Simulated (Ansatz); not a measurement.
# In under changes of volume

One of the cells (26.686 Å³/atom); the others are scaled copies at fixed shape and fractional positions:

```
In
1.0
    -1.88253    1.88253    1.88253
     1.88253   -1.88253    1.88253
     1.88253    1.88253   -1.88253
In
1
Direct
  0.00000 0.00000 0.00000
```

This isn't the form of In at room conditions, which is tetragonal.

| Item | Value |
| --- | --- |
| Program | Ansatz 0.2.0 |
| Functional | PBEsol |
| Potentials or basis | Ansatz PAW |
| Cutoff | 420 eV (not typed: the program's choice for these potentials) |
| k mesh | 10 × 10 × 10 |
| Occupations | fermi-dirac, width 0.05 eV |
| Spin | no spin polarisation |

```tsv
volume (Å³/atom)	energy over the lowest point (meV/atom)	pressure (GPa)
25.085	?	?
25.618	0.00	0.3
26.152	0.73	-0.6
26.686	3.97	-1.3
27.220	9.48	-2.0
27.753	17.01	-2.6
28.287	26.40	-3.1
```

What does the run at 25.085 Å³/atom give?

Energy over the lowest point 2.18 meV/atom; pressure 1.2 GPa.

Worked out: A Birch-Murnaghan fit of order 3 (a polynomial in V^(-2/3)) to the other rows has its minimum at 25.74 Å³/atom with B0 = V·E''(V) = 39 GPa and B' = 4.0. It gives 2.05 meV/atom at 25.085 Å³/atom, against the run's 2.18, and -dE/dV = 1.1 GPa, against 1.2.

Energies are extrapolated to zero smearing.

Caveats: the PAW data sets come from PBE, with cores solved anew for the run's functional, which leaves a small shift of forces and pressure.
